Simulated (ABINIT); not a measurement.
The system is As.

```
As
1.0
     2.70368    0.00000    0.00000
     0.00000    2.70368    0.00000
     0.00000    0.00000    2.70368
As
1
Cartesian
  1.3518 1.3518 1.3518
```

This isn't the form of As at room conditions, which is rhombohedral.

```yaml
Program: ABINIT 10.8.3 (patched build)
Task: single point
Functional: PBE
Potentials_or_basis: JTH PAW PBE v2.0
Cutoff: 408 eV
k_mesh: 10 × 10 × 10
Occupations: fermi-dirac, width 0.05 eV
Spin: no spin polarisation
```

On this cell: pressure 2.2 GPa; band gap on the k mesh none (metal or under the smearing width).

The same run follows on a disturbed copy (cell strained at random at fixed volume):

```
As
1.0
     2.71004   -0.01738   -0.01186
    -0.01738    2.72970    0.03326
    -0.01186    0.03326    2.67219
As
1
Cartesian
  1.2979 1.3880 1.3375
```

Question: What changes?

Answer: The energy (extrapolated to zero smearing) moves by +4.2 meV/atom; pressure 2.3 GPa; band gap on the k mesh none (metal or under the smearing width).

Stress tensor (GPa, compression positive):
```
 1.78  0.29  0.43
 0.29  0.45 -0.85
 0.43 -0.85  4.52
```
